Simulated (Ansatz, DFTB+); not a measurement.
# A ladder of methods for C3H6O (SMILES CCC=O)

C3H6O: 10 atoms, total charge 0, spin state singlet. SMILES: `CCC=O`. The shape is that of a PBE0-D4/def2-TZVP optimisation. This is one conformer, not always the lowest.

Each level gives the atomisation enthalpy at 298 K (kJ/mol). The values are calculated. The thermal term (zero-point and 298 K enthalpy, harmonic and unscaled) is that of PBE0-D4/def2-TZVP; the spin-orbit lowering of the free atoms at 298 K, 0.5 kJ/mol by their spectra, is taken off.

**The experiment to reproduce.** CRC Handbook of Chemistry and Physics gives the atomisation enthalpy at 298 K of the gas as 3893 kJ/mol.

| level | kind | program | value (kJ/mol) | computed − measured |
| --- | --- | --- | --- | --- |
| DFTB2 | semi-empirical | DFTB+ | 4005 | +112 |
| HF/cc-pVDZ | Hartree–Fock | Ansatz | 2760 | -1133 |
| SVWN5/cc-pVDZ | LDA | Ansatz | 4429 | +536 |
| PBE/cc-pVDZ | GGA | Ansatz | 3933 | +40 |
| B3LYP/cc-pVDZ | global hybrid | Ansatz | 3813 | -80 |
| CAM-B3LYP/cc-pVDZ | range-separated hybrid | Ansatz | 3839 | -54 |
| B2PLYP/cc-pVDZ | double hybrid | Ansatz | 3755 | -138 |
| RPA@PBE/cc-pVDZ | RPA | Ansatz | 3459 | -434 |
| CCSD/cc-pVDZ | coupled cluster or CI | Ansatz | 3559 | -334 |

Nearest: PBE/cc-pVDZ (+40 kJ/mol); farthest: HF/cc-pVDZ (-1133 kJ/mol). Computed less measured by kind, in kJ/mol (cc-pVDZ rows): semi-empirical +112; Hartree–Fock -1133; LDA +536; GGA +40; global hybrid -80; range-separated hybrid -54; double hybrid -138; RPA -434; coupled cluster or CI -334. In a finite basis correlated wave-function methods underbind, so their errors here aren't those of the basis-set limit.
